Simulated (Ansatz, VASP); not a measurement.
Two plane-wave programs on Ni

The input INCAR:

```
SYSTEM = Ni
ALGO = Normal
EDIFF = 1E-6
ENCUT = 520
GGA = PE
ISIF = 2
ISMEAR = 0
ISPIN = 2
LASPH = .TRUE.
LCHARG = .FALSE.
LMAXMIX = 4
LORBIT = 11
LREAL = .FALSE.
LWAVE = .FALSE.
MAGMOM = 1
NELM = 150
PREC = Accurate
SIGMA = 0.012
```

File KPOINTS:

```
k-points
0
G
  13 13 13
  0 0 0
```

File POSCAR:

```
Ni
1.0
    0.0000000000      1.7375729330      1.7375729330
    1.7375729330      0.0000000000      1.7375729330
    1.7375729330      1.7375729330      0.0000000000
Ni
1
Direct
    0.0000000000      0.0000000000      0.0000000000
```

Contents of input.yaml:

```yaml
crystal:
  lattice:
    - [0.0, 1.737572933, 1.737572933]
    - [1.737572933, 0.0, 1.737572933]
    - [1.737572933, 1.737572933, 0.0]
  atoms:
    - { symbol: Ni, position: [0.0, 0.0, 0.0], spin: 1.0 }
hamiltonian:
  xc: pbe
  pseudopotentials: { kind: paw }
magnetization:
  spin_polarized: true
kpoints:
  mp_grid: { grid: [13, 13, 13] }
scf:
  occupations: { method: gaussian, width: 0.012 }
output:
  forces: true
  stress: true
  eigenvalues: true
```

Alike in both runs: task single point; functional PBE; k mesh 13 × 13 × 13; occupations gaussian, width 0.012 eV; collinear spin, ferromagnetic start.

```csv
,VASP,Ansatz
version,VASP 6.6.1,Ansatz 0.2.0
potentials or method,"VASP PAW PBE potentials, release 64 (Ni)",Ansatz PAW
plane-wave cutoff (eV),520,420
valence electrons in the cell,10,18
```

Ansatz gave:

| Quantity | Value |
| --- | --- |
| gap on the k mesh at the Fermi level (eV) | none |
| pressure (GPa) | 8.0 |
| net moment per atom (μB) | 0.64 |
| size of the moment on the site where the two differ most (μB) | 0.68 |

Problem. What did VASP give for the same quantities?

Solution. gap on the k mesh at the Fermi level (eV): none; pressure (GPa): 7.8; net moment per atom (μB): 0.62; size of the moment on the site where the two differ most (μB): 0.63.

Site moments also hang on the region over which each program counts them. A gap of «none» marks a metal or a gap that the smearing closes. The two sets of potentials don't hold the same shells in valence.
